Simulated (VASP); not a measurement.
A run of VASP 6.6.1 is set up as follows.

The input INCAR:

```
SYSTEM = Cu3Au
  PREC = Accurate
  ENCUT = 600
  EDIFF = 1E-6
  ISMEAR = 1
  SIGMA = 0.1
  LREAL = .False.
  LASPH = .True.
  NELM = 80
  ALGO = Normal
  ISIF = 3
  LWAVE = .False.
  LCHARG = .False.
  GGA = PS
  IBRION = 2
  NSW = 90
  EDIFFG = -0.01
```

Contents of KPOINTS:

```
Automatic mesh
0
Gamma
  10 10 10
  0 0 0
```

The input POSCAR:

```
Cu3Au
1.0
    3.7400000000      0.0000000000      0.0000000000
    0.0000000000      3.7400000000      0.0000000000
    0.0000000000      0.0000000000      3.7400000000
Cu Au
3 1
Direct
    0.0000000000      0.5000000000      0.5000000000
    0.5000000000      0.0000000000      0.5000000000
    0.5000000000      0.5000000000      0.0000000000
    0.0000000000      0.0000000000      0.0000000000
```

Potentials or basis: VASP PAW PBE potentials, release 64 (Cu, Au).

Launch:

```sh
$ cat potpaw_PBE.64/Cu/POTCAR potpaw_PBE.64/Au/POTCAR > POTCAR
$ mpirun -np 1 vasp_std > vasp.out
```

**Question.** Estimate the relaxed volume.

**Answer.** 12.81 Å³/atom.

**Question.** What does it give for the band gap on the k mesh?

**Answer.** None (metal or under the smearing width).

The path:
```csv
step,energy change (eV),largest force (eV/Å),pressure (GPa),volume (Å³)
1,0.0000,0.0000,-3.16,52.31
2,-0.0030,0.0000,3.09,50.38
3,-0.0110,0.0000,0.02,51.24
```

Caveat: the PAW data sets were made with another functional, which shifts forces and pressure a little. Spin-orbit coupling is left out, which matters for the levels of Au.
